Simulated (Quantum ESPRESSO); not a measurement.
# HfO2 (Fm-3m): phonons against volume, part 4 of 8

Aim: how the vibrations of HfO2 shift with volume, and the expansion that follows.

Quantum ESPRESSO 7.5; DFT PBEsol, scalar-relativistic, plane waves, GBRV ultrasoft pseudopotentials.

So far. Step 3 (Relaxation): After the last step pw.x solved the final cell once more on a basis chosen for it, which moves the energy without moving the atoms. Step 4 (Ground state at this cell): On a basis chosen for the relaxed cell the pressure is 0.027 GPa, small enough for phonons.

## 5. Born charges and dielectric tensor

In a polar crystal the Born charges and ε∞ give the long-range dipole term that a finite supercell misses. They are those of this k-mesh and were not tested on a denser one; where the gap is small they converge slowly, and the LO modes with them.

ph.in

```
phonons
&inputph
   prefix = 'x'
   outdir = './tmp'
   fildyn = 'x.dyn'
   tr2_ph = 1.0d-18
   epsil = .true.
/
0.000000000 0.000000000 0.000000000
```

scf.in

```
&control
   calculation = 'scf'
   prefix = 'x'
   outdir = './tmp'
   pseudo_dir = './pseudo'
   tprnfor = .true.
   tstress = .true.
/
&system
   ibrav = 0
   nat = 3
   ntyp = 2
   ecutwfc = 45.0
   ecutrho = 270.0
   occupations = 'fixed'
   nbnd = 14
/
&electrons
   conv_thr = 1.0d-12
   mixing_beta = 0.7
   electron_maxstep = 100
/
ATOMIC_SPECIES
 Hf    178.4900  Hf.upf
 O      15.9990  O.upf
CELL_PARAMETERS angstrom
     0.000000000    2.514478930    2.514478930
     2.514478930    0.000000000    2.514478930
     2.514478930    2.514478930    0.000000000
ATOMIC_POSITIONS crystal
 Hf     0.000000000   0.000000000   0.000000000
 O      0.250000000   0.250000000   0.250000000
 O      0.750000000   0.750000000   0.750000000
K_POINTS automatic
 8 8 8 0 0 0
```

Launch:

```sh
$ OMP_NUM_THREADS=1 mpirun -n 8 ph.x -nk 8 -in ph.in > ph.out
```

The log of the run:

```text
[banner, memory and clock lines left out]
Program PHONON v.7.5

     ./tmp/x.save/

     IMPORTANT: XC functional enforced from input :
     Exchange-correlation= PBESOL
                           (   1   4  10   8   0   0   0)
     Any further DFT definition will be discarded
     Please, verify this is what you really want

     G-vector sticks info

     negative rho (up, down):  1.170E-01 0.000E+00
     Reading collected, re-writing distributed wavefunctions in ./tmp/

     Number and degeneracy of irreps per q-point
       N         xq(1)         xq(2)         xq(3)   N irreps
       1   0.000000000   0.000000000   0.000000000       3
        3   3   3

     Calculation of q =    0.0000000   0.0000000   0.0000000

     phonons

     bravais-lattice index     =            0
     lattice parameter (alat)  =       6.7199  a.u.
     unit-cell volume          =     214.5708 (a.u.)^3
     number of atoms/cell      =            3
     number of atomic types    =            2
     kinetic-energy cut-off    =      45.0000  Ry
     charge density cut-off    =     270.0000  Ry
     convergence threshold     =      1.0E-18
     beta                      =       0.7000
     number of iterations used =            4
     Exchange-correlation= PBESOL
                           (   1   4  10   8   0   0   0)

     celldm(1)=    6.71989  celldm(2)=    0.00000  celldm(3)=    0.00000
     celldm(4)=    0.00000  celldm(5)=    0.00000  celldm(6)=    0.00000

     crystal axes: (cart. coord. in units of alat)
               a(1) = (  0.0000  0.7071  0.7071 )
               a(2) = (  0.7071  0.0000  0.7071 )
               a(3) = (  0.7071  0.7071  0.0000 )

     reciprocal axes: (cart. coord. in units 2 pi/alat)
               b(1) = ( -0.7071  0.7071  0.7071 )
               b(2) = (  0.7071 -0.7071  0.7071 )
               b(3) = (  0.7071  0.7071 -0.7071 )

     Atoms inside the unit cell:

     Cartesian axes

     site n.  atom      mass           positions (alat units)
        1  Hf    178.4900   tau(    1) = (    0.00000    0.00000    0.00000  )
        2  O      15.9990   tau(    2) = (    0.35355    0.35355    0.35355  )
        3  O      15.9990   tau(    3) = (    1.06066    1.06066    1.06066  )

     Computing dynamical matrix for
                    q = (   0.0000000   0.0000000   0.0000000 )

     49 Sym.Ops. (with q -> -q+G )

     G cutoff =  308.8359  (  16145 G-vectors)     FFT grid: ( 36, 36, 36)
     G cutoff =  205.8906  (   8801 G-vectors)  smooth grid: ( 30, 30, 30)
     number of k points=    29
                       cart. coord. in units 2pi/alat
        k(    1) = (   0.0000000   0.0000000   0.0000000), wk =   0.0039062
        k(    2) = (   0.0883883   0.0883883  -0.0883883), wk =   0.0312500
        k(    3) = (   0.1767767   0.1767767  -0.1767767), wk =   0.0312500
        k(    4) = (   0.2651650   0.2651650  -0.2651650), wk =   0.0312500
        k(    5) = (  -0.3535534  -0.3535534   0.3535534), wk =   0.0156250
        k(    6) = (   0.1767767   0.0000000   0.0000000), wk =   0.0234375
        k(    7) = (   0.2651650   0.0883883  -0.0883883), wk =   0.0937500
        k(    8) = (   0.3535534   0.1767767  -0.1767767), wk =   0.0937500
        k(    9) = (  -0.2651650  -0.4419417   0.4419417), wk =   0.0937500
        k(   10) = (  -0.1767767  -0.3535534   0.3535534), wk =   0.0937500
        k(   11) = (  -0.0883883  -0.2651650   0.2651650), wk =   0.0937500
        k(   12) = (   0.0000000  -0.1767767   0.1767767), wk =   0.0468750
        k(   13) = (   0.3535534   0.0000000   0.0000000), wk =   0.0234375
        k(   14) = (   0.4419417   0.0883883  -0.0883883), wk =   0.0937500
        k(   15) = (  -0.1767767  -0.5303301   0.5303301), wk =   0.0937500
        k(   16) = (  -0.0883883  -0.4419417   0.4419417), wk =   0.0937500
[...]
k(   22) = (   0.3535534   0.1767767   0.0000000), wk =   0.0937500
        k(   23) = (  -0.2651650  -0.4419417   0.6187184), wk =   0.1875000
        k(   24) = (  -0.1767767  -0.3535534   0.5303301), wk =   0.0937500
        k(   25) = (  -0.1767767  -0.5303301   0.7071068), wk =   0.0937500
        k(   26) = (  -0.0883883  -0.4419417   0.6187184), wk =   0.1875000
        k(   27) = (   0.0000000  -0.3535534   0.5303301), wk =   0.0937500
        k(   28) = (  -0.7071068   0.1767767  -0.0000000), wk =   0.0468750
        k(   29) = (  -0.7071068   0.3535534   0.0000000), wk =   0.0234375

     PseudoPot. # 1 for Hf read from file:
     ./pseudo/Hf.upf
     Pseudo is Ultrasoft + core correction, Zval = 12.0
     Using radial grid of  921 points,  8 beta functions with:
                l(1) =   0
                l(2) =   0
                l(3) =   0
                l(4) =   1
                l(5) =   1
                l(6) =   2
                l(7) =   2
                l(8) =   3
     Q(r) pseudized with  6 coefficients,  rinner =    1.200   1.200   1.200
                                                       1.200   1.200   1.200
                                                       1.200

     PseudoPot. # 2 for O  read from file:
     ./pseudo/O.upf
     Pseudo is Ultrasoft + core correction, Zval =  6.0
     Using radial grid of  737 points,  5 beta functions with:
                l(1) =   0
                l(2) =   0
                l(3) =   1
                l(4) =   1
                l(5) =   2
     Q(r) pseudized with  8 coefficients,  rinner =    0.900   0.900   0.900
                                                       0.900   0.900

     Mode symmetry, O_h (m-3m)  point group:

     Electric field:
     Dielectric constant
     Born effective charges as d Force / d E

     Atomic displacements:
     There are    3 irreducible representations

     Representation     1      3 modes -  To be done

     Representation     2      3 modes -  To be done

     Representation     3      3 modes -  To be done

     Alpha used in Ewald sum =   2.6000

     negative rho (up, down):  1.170E-01 0.000E+00

     Electric Fields Calculation

      thresh= 1.000E-02 alpha_mix =  0.700 |ddv_scf|^2 =  3.656E-08

      thresh= 1.912E-05 alpha_mix =  0.700 |ddv_scf|^2 =  9.100E-10

      thresh= 3.017E-06 alpha_mix =  0.700 |ddv_scf|^2 =  7.162E-11

      thresh= 8.463E-07 alpha_mix =  0.700 |ddv_scf|^2 =  3.088E-12

      thresh= 1.757E-07 alpha_mix =  0.700 |ddv_scf|^2 =  5.457E-14

      thresh= 2.336E-08 alpha_mix =  0.700 |ddv_scf|^2 =  1.544E-16

      thresh= 1.243E-09 alpha_mix =  0.700 |ddv_scf|^2 =  1.336E-17

      thresh= 3.656E-10 alpha_mix =  0.700 |ddv_scf|^2 =  7.035E-20

     End of electric fields calculation

          Dielectric constant in cartesian axis

          (       5.262221986       0.000000000      -0.000000000 )
          (       0.000000000       5.262221986       0.000000000 )
          (      -0.000000000       0.000000000       5.262221986 )

          Effective charges (d Force / dE) in cartesian axis without acoustic sum rule applied (asr)

           atom    1  Hf    Mean Z*:        5.52213
      Ex  (        5.52213       -0.00000       -0.00000 )
      Ey  (       -0.00000        5.52213       -0.00000 )
      Ez  (       -0.00000       -0.00000        5.52213 )
           atom    2  O     Mean Z*:       -2.76153
      Ex  (       -2.76153        0.00000        0.00000 )
      Ey  (        0.00000       -2.76153        0.00000 )
      Ez  (        0.00000        0.00000       -2.76153 )
           atom    3  O     Mean Z*:       -2.76153
      Ex  (       -2.76153       -0.00000        0.00000 )
      Ey  (       -0.00000       -2.76153        0.00000 )
      Ez  (        0.00000        0.00000       -2.76153 )

          Effective charges Sum: Mean:       -0.00093
             -0.00093        0.00000        0.00000
              0.00000       -0.00093        0.00000
             -0.00000        0.00000       -0.00093

          Effective charges (d Force / dE) in cartesian axis with asr applied:
           atom    1  Hf    Mean Z*:        5.52244
      E*x (        5.52244       -0.00000       -0.00000 )
      E*y (       -0.00000        5.52244       -0.00000 )
      E*z (       -0.00000       -0.00000        5.52244 )
           atom    2  O     Mean Z*:       -2.76122
      E*x (       -2.76122        0.00000        0.00000 )
      E*y (        0.00000       -2.76122       -0.00000 )
      E*z (       -0.00000        0.00000       -2.76122 )
           atom    3  O     Mean Z*:       -2.76122
      E*x (       -2.76122       -0.00000        0.00000 )
      E*y (       -0.00000       -2.76122        0.00000 )
      E*z (        0.00000        0.00000       -2.76122 )

     Representation #   1 modes #   1   2   3

     Self-consistent Calculation

      thresh= 1.000E-02 alpha_mix =  0.700 |ddv_scf|^2 =  1.473E-06

      thresh= 1.214E-04 alpha_mix =  0.700 |ddv_scf|^2 =  3.639E-08

      thresh= 1.908E-05 alpha_mix =  0.700 |ddv_scf|^2 =  2.222E-11

      thresh= 4.714E-07 alpha_mix =  0.700 |ddv_scf|^2 =  2.815E-13

      thresh= 5.306E-08 alpha_mix =  0.700 |ddv_scf|^2 =  6.455E-16

      thresh= 2.541E-09 alpha_mix =  0.700 |ddv_scf|^2 =  2.506E-17

      thresh= 5.006E-10 alpha_mix =  0.700 |ddv_scf|^2 =  1.784E-19

     End of self-consistent calculation

     Convergence has been achieved

     Representation #   2 modes #   4   5   6

     Self-consistent Calculation

      thresh= 1.000E-02 alpha_mix =  0.700 |ddv_scf|^2 =  6.690E-07

[...]
End of self-consistent calculation

     Convergence has been achieved

     Representation #   3 modes #   7   8   9

     Self-consistent Calculation

      thresh= 1.000E-02 alpha_mix =  0.700 |ddv_scf|^2 =  1.219E-06

      thresh= 1.104E-04 alpha_mix =  0.700 |ddv_scf|^2 =  4.199E-08

      thresh= 2.049E-05 alpha_mix =  0.700 |ddv_scf|^2 =  1.329E-09

      thresh= 3.646E-06 alpha_mix =  0.700 |ddv_scf|^2 =  7.116E-12

      thresh= 2.668E-07 alpha_mix =  0.700 |ddv_scf|^2 =  2.052E-14

      thresh= 1.433E-08 alpha_mix =  0.700 |ddv_scf|^2 =  4.401E-16

      thresh= 2.098E-09 alpha_mix =  0.700 |ddv_scf|^2 =  3.828E-18

      thresh= 1.956E-10 alpha_mix =  0.700 |ddv_scf|^2 =  8.757E-20

     End of self-consistent calculation

     Convergence has been achieved

     Number of q in the star =    1
     List of q in the star:
          1   0.000000000   0.000000000   0.000000000

          Dielectric constant in cartesian axis

          (       5.262221986       0.000000000      -0.000000000 )
          (       0.000000000       5.262221986       0.000000000 )
          (      -0.000000000       0.000000000       5.262221986 )

          Effective charges (d Force / dE) in cartesian axis without acoustic sum rule applied (asr)

           atom    1  Hf    Mean Z*:        5.52213
      Ex  (        5.52213       -0.00000       -0.00000 )
      Ey  (       -0.00000        5.52213       -0.00000 )
      Ez  (       -0.00000       -0.00000        5.52213 )
           atom    2  O     Mean Z*:       -2.76153
      Ex  (       -2.76153        0.00000        0.00000 )
      Ey  (        0.00000       -2.76153        0.00000 )
      Ez  (        0.00000        0.00000       -2.76153 )
           atom    3  O     Mean Z*:       -2.76153
      Ex  (       -2.76153       -0.00000        0.00000 )
      Ey  (       -0.00000       -2.76153        0.00000 )
      Ez  (        0.00000        0.00000       -2.76153 )

          Effective charges Sum: Mean:       -0.00093
             -0.00093        0.00000        0.00000
              0.00000       -0.00093        0.00000
             -0.00000        0.00000       -0.00093

          Effective charges (d Force / dE) in cartesian axis with asr applied:
           atom    1  Hf    Mean Z*:        5.52244
      E*x (        5.52244       -0.00000       -0.00000 )
      E*y (       -0.00000        5.52244       -0.00000 )
      E*z (       -0.00000       -0.00000        5.52244 )
           atom    2  O     Mean Z*:       -2.76122
      E*x (       -2.76122        0.00000        0.00000 )
      E*y (        0.00000       -2.76122       -0.00000 )
      E*z (       -0.00000        0.00000       -2.76122 )
           atom    3  O     Mean Z*:       -2.76122
      E*x (       -2.76122       -0.00000        0.00000 )
      E*y (       -0.00000       -2.76122        0.00000 )
      E*z (        0.00000        0.00000       -2.76122 )

     Diagonalizing the dynamical matrix

     q = (    0.000000000   0.000000000   0.000000000 )

 **************************************************************************
     freq (    1) =      -0.447828 [THz] =     -14.937948 [cm-1]
     freq (    2) =      -0.447828 [THz] =     -14.937948 [cm-1]
     freq (    3) =      -0.447828 [THz] =     -14.937948 [cm-1]
     freq (    4) =       7.447545 [THz] =     248.423359 [cm-1]
     freq (    5) =       7.447545 [THz] =     248.423359 [cm-1]
     freq (    6) =       7.447545 [THz] =     248.423359 [cm-1]
     freq (    7) =      17.627336 [THz] =     587.984654 [cm-1]
     freq (    8) =      17.627336 [THz] =     587.984654 [cm-1]
     freq (    9) =      17.627336 [THz] =     587.984654 [cm-1]
 **************************************************************************

     Mode symmetry, O_h (m-3m)  point group:

     freq (   1-   3) =        -14.9  [cm-1]   --> T_1u G_15  G_4- I
     freq (   4-   6) =        248.4  [cm-1]   --> T_1u G_15  G_4- I
     freq (   7-   9) =        588.0  [cm-1]   --> T_2g G_25' G_5+ R
```

It took 54 s on 8 MPI ranks of Arm Neoverse V2, shared host.

ε∞:

```
5.26 0.00 0.00
0.00 5.26 0.00
0.00 0.00 5.26
```

Born charge (rows field, columns displacement), before the sum rule (e), principal values of the symmetric part by kind of site:

| atom | atoms with these values | low | middle | high | mean |
| --- | --- | --- | --- | --- | --- |
| Hf1 | 1 | 5.52 | 5.52 | 5.52 | 5.52 |
| O2 | 2 | -2.76 | -2.76 | -2.76 | -2.76 |

In full for O2:

```
-2.76  0.00  0.00
 0.00 -2.76  0.00
 0.00  0.00 -2.76
```

The Born charges sum to zero within 9.3e-4 e; the rest is removed before use. Acoustic frequencies in this log differ from zero by the error of the sum rule, which ph.x does not impose. This version of ph.x has a suspected fault in its gradient-corrected response, so the tensors carry some doubt.

[end of part 4 of 8]

[Logs are printed without paths, hosts, clocks, repeated set-up lines and the standing remarks that a program may print on its own settings, such as how far it seeks lower states.]

[Hosts, paths, dates, database ids (printed as entryN), source tags and the programs' standing remarks are cut or masked in the printed files.]

[A step with changed settings may run another functional than the one named; its input shows which.]

[Of the runs on displaced cells, only some may be shown.]
